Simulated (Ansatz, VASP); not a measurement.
# One calculation of W, two programs

INCAR

```
SYSTEM = W
PREC = Accurate
ENCUT = 520
EDIFF = 1E-6
ISMEAR = 0
SIGMA = 0.1
LREAL = .False.
LASPH = .True.
NELM = 80
ALGO = Fast
ISIF = 2
LWAVE = .False.
LCHARG = .False.
GGA = PE
IVDW = 12
NBANDS = 13
```

KPOINTS

```
Automatic mesh
0
Gamma
  8 8 8
  0 0 0
```

The input POSCAR:

```
W
1.0
   -1.5973000000      1.5973000000      1.5973000000
    1.5973000000     -1.5973000000      1.5973000000
    1.5973000000      1.5973000000     -1.5973000000
W
1
Direct
    0.0000000000      0.0000000000      0.0000000000
```

Input for Ansatz:

```yaml
crystal:
  lattice:
    - [-1.5973, 1.5973, 1.5973]
    - [1.5973, -1.5973, 1.5973]
    - [1.5973, 1.5973, -1.5973]
  atoms:
    - { symbol: W, position: [0.0, 0.0, 0.0] }
basis:
  ecutwfc: 420
kpoints:
  mp_grid: { grid: [8, 8, 8] }
hamiltonian:
  xc: pbe
  dispersion: d3bj
scf:
  occupations: { method: gaussian, width: 0.1 }
output:
  forces: true
  stress: true
  eigenvalues: true
```

Alike in both runs: task single point; functional PBE; dispersion D3(BJ); k mesh 8 × 8 × 8; occupations gaussian, width 0.1 eV; no spin polarisation.

```csv
,VASP,Ansatz
version,VASP 6.6.1,Ansatz 0.2.0
potentials or method,"VASP PAW PBE potentials, release 64 (W_sv)","scalar-relativistic, plane waves, PAW"
plane-wave cutoff (eV),520,420
valence electrons in the cell,14,14
```

```tsv
	VASP	Ansatz	Ansatz less VASP
gap on the k mesh at the Fermi level (eV)	none	none	-
pressure (GPa)	-9.2	-9.6	-0.47
```

A gap of «none» marks a metal or a gap that the smearing closes.

Caveats: pairwise dispersion overbinds metals, which lowers pressure and volume. The runs have no spin-orbit coupling, so splittings on W are missing.
